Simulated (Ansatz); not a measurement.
**C: symmetry broken, then relaxed**

Theory: Ansatz 0.2.0, DFT r2SCAN, scalar-relativistic, plane waves, PAW. Cutoff 500 eV, Γ-centred 12×12×12 k-points, Gaussian smearing of 0.05 eV. No spin polarisation. Energies are free energies at this smearing, counted from the undisturbed cell; pressure is positive in compression.

The undisturbed cell (relaxed at this level):

```yaml
crystal:
  lattice:
    - [1.22792, 0.70894, 3.51908]
    - [-1.22792, 0.70894, 3.51908]
    - [0.00000, -1.41788, 3.51908]
  atoms:
    - { symbol: C, position: [0.16664, 0.16664, 0.16664] }
    - { symbol: C, position: [0.83336, 0.83336, 0.83336] }
```

The cell holds layers and no dispersion correction was added, so their binding is poorly described.

The atoms are displaced (Å, in the unstrained cell):

```
atom ux uy uz
  C1   0.098   0.031  -0.044
  C2  -0.098  -0.031   0.044
```

The cell is strained by (0.0033, 0.0108, 0.0115, 0.0028, 0.0077, 0.0002) (xx, yy, zz, yz, xz, xy; engineering shear). Cell and atoms are then relaxed.

Does the relaxation return to the undisturbed structure?

Yes (up to a choice of domain or origin): same space group and volume, and an energy 0.0 meV/atom from it. The disturbance itself cost 658.4 meV/atom. The final space group reads R-3m (tolerance 0.05 Å) and the volume changes by -0.65 %.

Final structure:

```xyz
2
Lattice="1.2292 0.7108 3.4968 -1.2267 0.7108 3.4959 0.0013 -1.4162 3.4953" Properties=species:S:1:pos:R:3 pbc="T T T"
C     0.0006    0.0009    1.7476
C     0.0032    0.0045    8.7404
```

The relaxation, step by step (energy from the first step; small jumps at an unchanged geometry come where the plane waves are selected anew for the new cell):

```tsv
step	ΔE (meV/atom)	largest force component (eV/Å)	pressure (GPa)
1	0.0	11.641	15.12
2	-461.7	5.258	-7.08
3	-617.5	1.273	-7.99
4	-657.7	0.024	2.45
5	-658.4	0.001	-0.11
6	-658.4	0.001	-0.10
7	-658.5	0.001	-0.04
8	-658.4	0.001	-0.03
9	-658.4	0.001	0.00
10	-658.4	0.000	0.01
11	-658.4	0.000	0.01
```

Frames along the relaxation (Å, eV/Å):

```xyz
2
Lattice="1.245 0.722 3.565 -1.218 0.721 3.556 0.013 -1.428 3.557" Properties=species:S:1:pos:R:3:forces:R:3 pbc="T T T" step=1
C     0.104    0.033    1.735  -11.641   -5.447    1.036
C    -0.064   -0.019    8.943   11.641    5.447   -1.036
2
Lattice="1.219 0.730 3.535 -1.248 0.781 3.535 0.030 -1.444 3.521" Properties=species:S:1:pos:R:3:forces:R:3 pbc="T T T" step=2
C     0.045    0.021    1.790   -5.258   -1.904   -0.792
C    -0.043    0.046    8.802    5.258    1.904    0.792
2
Lattice="1.105 0.680 3.492 -1.356 0.715 3.571 -0.095 -1.473 3.547" Properties=species:S:1:pos:R:3:forces:R:3 pbc="T T T" step=3
C    -0.047   -0.012    1.793   -1.273   -0.275   -0.812
C    -0.299   -0.066    8.817    1.273    0.275    0.812
2
Lattice="1.153 0.702 3.502 -1.294 0.703 3.550 -0.070 -1.419 3.529" Properties=species:S:1:pos:R:3:forces:R:3 pbc="T T T" step=4
C    -0.036   -0.003    1.763    0.024    0.008    0.002
C    -0.176   -0.012    8.818   -0.024   -0.008   -0.002
2
Lattice="1.196 0.712 3.515 -1.260 0.712 3.537 -0.032 -1.415 3.524" Properties=species:S:1:pos:R:3:forces:R:3 pbc="T T T" step=5
C    -0.016    0.001    1.762   -0.001    0.001    0.001
C    -0.080    0.007    8.814    0.001   -0.001   -0.001
2
Lattice="1.202 0.712 3.516 -1.254 0.712 3.534 -0.026 -1.415 3.523" Properties=species:S:1:pos:R:3:forces:R:3 pbc="T T T" step=6
C    -0.013    0.001    1.762   -0.001    0.001    0.000
C    -0.066    0.007    8.812    0.001   -0.001    0.000
2
Lattice="1.232 0.712 3.514 -1.224 0.712 3.511 0.004 -1.415 3.511" Properties=species:S:1:pos:R:3:forces:R:3 pbc="T T T" step=7
C     0.002    0.001    1.756    0.001    0.000    0.000
C     0.011    0.007    8.780   -0.001    0.000    0.000
2
Lattice="1.232 0.712 3.514 -1.224 0.712 3.511 0.004 -1.415 3.511" Properties=species:S:1:pos:R:3:forces:R:3 pbc="T T T" step=8
C     0.002    0.001    1.756    0.001    0.000    0.000
C     0.011    0.007    8.780   -0.001    0.000    0.000
2
Lattice="1.234 0.711 3.506 -1.222 0.711 3.502 0.006 -1.416 3.503" Properties=species:S:1:pos:R:3:forces:R:3 pbc="T T T" step=9
C     0.003    0.001    1.751   -0.001   -0.001    0.000
C     0.016    0.006    8.759    0.001    0.001    0.000
2
Lattice="1.229 0.711 3.497 -1.227 0.711 3.496 0.001 -1.416 3.495" Properties=species:S:1:pos:R:3:forces:R:3 pbc="T T T" step=10
C     0.001    0.001    1.748    0.000    0.000    0.000
C     0.003    0.004    8.740    0.000    0.000    0.000
2
Lattice="1.229 0.711 3.497 -1.227 0.711 3.496 0.001 -1.416 3.495" Properties=species:S:1:pos:R:3:forces:R:3 pbc="T T T" step=11
C     0.001    0.001    1.748    0.000    0.000    0.000
C     0.003    0.004    8.740    0.000    0.000    0.000
```